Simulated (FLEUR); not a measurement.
Ta: band structure with RPBE

Crystal: Ta.

```
Ta
1.0
     2.90037    0.00000    0.00000
    -1.45019    2.51180    0.00000
     0.00000    0.00000    5.16627
Ta
2
Direct
  0.33333 0.66667 0.25000
  0.66667 0.33333 0.75000
```

This isn't the form of Ta at room conditions, which is bcc.

```json
{
 "Program": "FLEUR MaX-R8.1 (later development tree)",
 "Task": "band structure",
 "Functional": "RPBE",
 "Potentials or basis": "all-electron",
 "Basis": "FLAPW",
 "Kmax": "4.1 1/bohr",
 "k mesh": "11 × 11 × 5",
 "Occupations": "fermi-dirac, width 0.05 eV",
 "Spin": "no spin polarisation",
 "Gmax": "12.7 1/bohr",
 "Muffin-tin radii": "Ta 2.51 bohr",
 "lmax": "Ta 10",
 "lnonsphr": "Ta 10",
 "Local orbitals a species": "Ta 4",
 "Max iterations": "60",
 "Mixing factor": "0.05",
 "Mixer": "Anderson",
 "Mixer history": "15",
 "Density convergence": "1e-05 me/bohr^3"
}
```

The band gap along the path is none (metal or under the smearing width). The valence electrons inside the program's atomic spheres are Ta 24.82 (radii Ta 2.51 bohr).

Levels at the corners of the path, in eV from the Fermi level:
```
point  band 25  band 26  band 27  band 28  band 29  band 30
    Γ    -0.55    -0.29     0.63     0.63     1.20     1.20
    M    -3.34    -0.57    -0.38     0.48     0.92     5.63
    K    -2.00    -1.71    -0.55    -0.55     1.05     4.05
    Γ    -0.55    -0.29     0.63     0.63     1.20     1.20
    A    -1.22    -1.22     0.69     0.69     0.69     0.69
    L    -2.30    -2.30     1.35     1.35     2.66     2.66
    H    -1.99    -1.99    -0.68    -0.68     1.55     1.55
    A    -1.22    -1.22     0.69     0.69     0.69     0.69
    L    -2.30    -2.30     1.35     1.35     2.66     2.66
    M    -3.34    -0.57    -0.38     0.48     0.92     5.63
    K    -2.00    -1.71    -0.55    -0.55     1.05     4.05
    H    -1.99    -1.99    -0.68    -0.68     1.55     1.55
```

Core levels (eV from the Fermi level):
| atom | levels |
| --- | --- |
| 1 Ta | 1s1/2 -67275.9, 2s1/2 -11546.5, 2p1/2 -11031.2, 2p3/2 -9761.3, 3s1/2 -2641.0, 3p1/2 -2412.7, 3p3/2 -2139.2, 4s1/2 -534.7, 3d3/2 -1755.3, 3d5/2 -1695.8, 4p1/2 -440.6, 4p3/2 -377.7, 4d3/2 -223.5, 4d5/2 -211.9 |
| 2 Ta | 1s1/2 -67275.9, 2s1/2 -11546.5, 2p1/2 -11031.2, 2p3/2 -9761.3, 3s1/2 -2641.0, 3p1/2 -2412.7, 3p3/2 -2139.2, 4s1/2 -534.7, 3d3/2 -1755.3, 3d5/2 -1695.8, 4p1/2 -440.6, 4p3/2 -377.7, 4d3/2 -223.5, 4d5/2 -211.9 |

Run time: 36 s on 1 thread of Arm Neoverse V2, with other jobs on the host, peak memory 0.09 GiB.

Caveat: spin-orbit coupling is left out, which moves the levels of the heavy elements.
